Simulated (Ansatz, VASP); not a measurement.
# Cr in VASP and in Ansatz

File INCAR:

```
SYSTEM = Cr
AGGAC = 1.0 ; AGGAX = 1.0
ALDAC = 0.0 ; ALDAX = 1.0
ALGO = Normal ; EDIFF = 1E-6
ENCUT = 520 ; GGA = B5
ISIF = 2 ; ISMEAR = -1
LASPH = .True. ; LCHARG = .True.
LELF = .True. ; LREAL = .False.
LVHAR = .True. ; LWAVE = .False.
NBANDS = 19 ; NELM = 60
PREC = Accurate ; SIGMA = 0.1
```

KPOINTS

```
k-points
0
Gamma
  12 12 12
  0 0 0
```

POSCAR

```
Cr
1.0
    0.0000000000      2.6881953909      2.6881953909
    2.6881953909      0.0000000000      2.6881953909
    2.6881953909      2.6881953909      0.0000000000
Cr
2
Direct
    0.1250000000      0.1250000000      0.1250000000
    0.8750000000      0.8750000000      0.8750000000
```

Input for Ansatz:

```yaml
crystal:
  lattice:
    - [0.0, 2.6881953909, 2.6881953909]
    - [2.6881953909, 0.0, 2.6881953909]
    - [2.6881953909, 2.6881953909, 0.0]
  atoms:
    - { symbol: Cr, position: [0.125, 0.125, 0.125] }
    - { symbol: Cr, position: [0.875, 0.875, 0.875] }
hamiltonian:
  xc: blyp
  pseudopotentials:
    kind: paw
    azcp:
      Cr: "pseudopotentials/Cr.paw.azcp"
basis:
  ecutwfc: 420
  fft_grid_basis: typed
kpoints:
  mp_grid: { grid: [12, 12, 12], shift: [0, 0, 0] }
magnetization:
  spin_polarized: false
scf:
  occupations: { method: fermi_dirac, width: 0.1 }
  lower_state_search: "off"
output:
  stress: true
  write_density: true
  write_potential: true
  elf: true
  volumetric_format: npy
```

Alike in both runs: task single point; functional BLYP; k mesh 12 × 12 × 12; occupations fermi-dirac, width 0.1 eV; no spin polarisation.

|  | VASP | Ansatz |
| --- | --- | --- |
| version | VASP 6.6.1 | Ansatz 0.2.0 |
| potentials or method | VASP PAW PBE potentials, release 64 (Cr_pv) | plane waves (420 eV) with PAW, scalar-relativistic |
| plane-wave cutoff (eV) | 520 | 420 |
| valence electrons in the cell | 24 | 28 |

```csv
,VASP,Ansatz,Ansatz less VASP
pressure (GPa),-8.3,-8.3,-0.03
```

With one functional, cell and mesh, what is left measures potentials, basis and numerics. The two sets of potentials don't hold the same shells in valence.

Caveats: the PAW data sets were made with another functional, which shifts forces and pressure a little (VASP); the run has no spin polarisation, though such a crystal can be magnetic. Spin polarisation is off, so any magnetic state and its effect on volume and gap are missing.
